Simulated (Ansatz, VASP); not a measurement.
**HfN in VASP and in Ansatz**

Contents of INCAR:

```
ALGO     = Normal         # electronic algorithm
EDIFF    = 1E-6           # SCF threshold, eV
EDIFFG   = -0.005         # ionic threshold
ENCUT    = 600            # plane-wave cutoff, eV
GGA      = PS             # functional
IBRION   = 2              # ionic algorithm
ISIF     = 3              # what is computed and relaxed
ISMEAR   = -1             # smearing method
LASPH    = True           # aspherical terms in the spheres
LCHARG   = False          # write CHGCAR
LREAL    = False          # projectors in reciprocal space
LWAVE    = False          # write WAVECAR
NELM     = 100            # most SCF steps
NSW      = 80             # ionic steps
PREC     = Accurate       # precision mode
SIGMA    = 0.1            # smearing width, eV
```

KPOINTS

```
k-points
0
Gamma
  10 10 10
```

The input POSCAR:

```
HfN
1.0
    0.0000000000      2.2560000000      2.2560000000
    2.2560000000      0.0000000000      2.2560000000
    2.2560000000      2.2560000000      0.0000000000
Hf N
1 1
Direct
    0.0000000000      0.0000000000      0.0000000000
    0.5000000000      0.5000000000      0.5000000000
```

Input for Ansatz:

```yaml
crystal:
  lattice:
    - [0.0, 2.256, 2.256]
    - [2.256, 0.0, 2.256]
    - [2.256, 2.256, 0.0]
  atoms:
    - { symbol: Hf, position: [0.0, 0.0, 0.0] }
    - { symbol: "N", position: [0.5, 0.5, 0.5] }
kpoints:
  mp_grid:
    grid: [10, 10, 10]
hamiltonian:
  xc: pbesol
  dispersion: none
scf:
  occupations:
    method: fermi_dirac
    width: 0.1
relax:
  f_tol: 0.005
  max_steps: 60
  cell: {}
```

Alike in both runs: task relaxation of cell and atoms; functional PBEsol; k mesh 10 × 10 × 10; occupations fermi-dirac, width 0.1 eV; no spin polarisation.

|  | VASP | Ansatz |
| --- | --- | --- |
| version | VASP 6.6.1 | Ansatz 0.2.0 |
| potentials or method | VASP PAW PBE potentials, release 64 (Hf_pv, N) | plane waves, PAW |
| plane-wave cutoff (eV) | 600 | 420 |
| valence electrons in the cell | 15 | 31 |

|  | VASP | Ansatz | Ansatz less VASP |
| --- | --- | --- | --- |
| relaxed volume (Å³/atom) | 11.32 | 11.41 | +0.090 |
| relaxed cell length with the largest relative difference (Å) | 3.175 | 3.184 | +0.0084 |
| energy change over the relaxation (meV/atom) | -2 | 0 | +1.7 |

The two sets of potentials don't hold the same shells in valence.

Caveats: the PAW data sets were made with another functional, which shifts forces and pressure a little (VASP). Spin-orbit coupling is left out, which matters for the levels of Hf.
